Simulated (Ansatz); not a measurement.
## Ag: strain energy, fitted

Ag, Fm-3m, a = 4.147 Å. Ansatz: PBE, PAW, 420 eV, Γ-centred 18×18×12 mesh on 2 atoms, Gaussian smearing 0.10 eV; no spin polarisation. Series: biaxial strain in the a-b plane, c and atoms relaxed; x is the strain in per cent. The axes a, b, c are those of the computed cell (2.933, 2.933, 4.147 Å), along [1 1 0], [-1 1 0], [0 0 1] of the cell named above. y is the free energy over the unstrained cell, V0 = 17.836 Å³/atom.

| x (%) | y (meV/atom) |
| --- | --- |
| -4.5 | ? |
| -3.0 | 10.90 |
| -1.5 | 3.00 |
| 0.0 | 0.00 |
| 1.5 | 1.57 |
| 3.0 | 6.53 |
| 4.5 | 12.12 |

Task: Fit y = c2 x² + c3 x³ to the other rows, turn c2 into a modulus, and predict the missing energy.

Result: Least squares on the rows shown. y = 0.97128 x² − 0.082852 x³. In eV per unit strain² c2 is 9.713; M is the biaxial modulus (E = M V0 ε²): 9.713 × 160.2 / (17.836) = 87 GPa. The unstrained cell keeps some stress along the strain, worth a slope of -0.29 meV/atom per %, which the form leaves out. At x = -4.5 the fit asked for gives 27.22 meV/atom. The run gave 25.70 meV/atom, so the fit is 1.52 meV/atom too high, 5.9 % of the span of the series, against an rms of 0.28 meV/atom on the fitted rows. The row lies outside the fitted range. With a term in x⁴ added, a fit to the same known rows predicts 27.09 meV/atom, no real gain.